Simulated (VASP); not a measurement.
## VASP 6.6.1 run: ZnS

INCAR

```
SIGMA = 0.02
IBRION = -1
ENCUT = 520
GGA = PE
EDIFF = 1E-7
IMIX = 1
LWAVE = .FALSE.
ISIF = 2
LREAL = .FALSE.
NBANDS = 16
NELECT = 17.9
NSW = 0
PREC = Accurate
LASPH = .TRUE.
LCHARG = .FALSE.
NELM = 120
AMIX = 0.4
ISMEAR = -1
```

KPOINTS

```
KPOINTS created by Atomic Simulation Environment
0
Gamma
8 8 8
0 0 0
```

POSCAR

```
Zn S
 1.0000000000000000
     0.0000000000000000    2.6940858314999998    2.6671449732000001
     2.6940858314999998    0.0000000000000000    2.6671449732000001
     2.6940858314999998    2.6940858314999998    0.0000000000000000
 Zn  S
   1   1
Cartesian
  0.0000000000000000  0.0000000000000000  0.0000000000000000
  1.3470429157499999  1.3470429157499999  1.3335724865999998
```

The recommended PBE PAW datasets give the neutral cell 18 valence electrons.

Command

```
mpirun -np 1 vasp_std
```

Question: How does this run end, and what does it give?

Answer: It converged. Results: pressure -0.6 GPa.

OSZICAR

```
N       E                     dE             d eps       ncg     rms          rms(c)
DAV:   1     0.878273611412E+02    0.87827E+02   -0.82826E+03  1896   0.127E+03
DAV:   2    -0.174375441924E+01   -0.89571E+02   -0.84195E+02  2176   0.258E+02
DAV:   3    -0.736530703541E+01   -0.56216E+01   -0.55885E+01  2336   0.632E+01
DAV:   4    -0.742366061580E+01   -0.58354E-01   -0.58340E-01  2352   0.662E+00
DAV:   5    -0.742433434116E+01   -0.67373E-03   -0.67371E-03  2416   0.687E-01    0.696E+00
DAV:   6    -0.706010330440E+01    0.36423E+00   -0.80755E-01  2672   0.322E+01    0.547E+00
DAV:   7    -0.704720706415E+01    0.12896E-01   -0.20701E-01  2224   0.469E+00    0.334E+00
DAV:   8    -0.704590287084E+01    0.13042E-02   -0.51930E-03  2488   0.615E-01    0.198E+00
DAV:   9    -0.704581102990E+01    0.91841E-04   -0.76719E-04  2192   0.255E-01    0.114E+00
DAV:  10    -0.704596622748E+01   -0.15520E-03   -0.23270E-04  2376   0.153E-01    0.654E-01
...
DAV:  15    -0.704630269471E+01   -0.15704E-04   -0.53680E-06  2320   0.168E-02    0.384E-02
DAV:  16    -0.704631080395E+01   -0.81092E-05   -0.22322E-06  2312   0.104E-02    0.221E-02
DAV:  17    -0.704631493419E+01   -0.41302E-05   -0.12118E-06  2288   0.743E-03    0.128E-02
DAV:  18    -0.704631701157E+01   -0.20774E-05   -0.53176E-07  2296   0.476E-03    0.766E-03
DAV:  19    -0.704631805051E+01   -0.10389E-05   -0.28574E-07  2320   0.344E-03    0.465E-03
DAV:  20    -0.704631856433E+01   -0.51382E-06   -0.13093E-07  2208   0.224E-03    0.297E-03
DAV:  21    -0.704631881771E+01   -0.25338E-06   -0.67965E-08  1912   0.163E-03    0.186E-03
DAV:  22    -0.704631894021E+01   -0.12250E-06   -0.34258E-08  1776   0.121E-03    0.126E-03
DAV:  23    -0.704631899993E+01   -0.59715E-07   -0.17526E-08  1640   0.897E-04
   1 F= -.70463190E+01 E0= -.70459195E+01  d E =-.798988E-03
```

Standard output (part)

```
POSCAR found type information on POSCAR ZnS
 POSCAR found :  2 types and       2 ions
 LDA part: xc-table for (Slater+PW92), standard interpolation
 POSCAR, INCAR and KPOINTS ok, starting setup
 WAVECAR not read
 entering main loop
```

The cell is charged and sits in a uniform background.

For comparison, a separate PBE run of the intended cell, on usual settings and not on those above, gives a gap of 2.17 eV on its mesh and a pressure of 3.3 GPa.
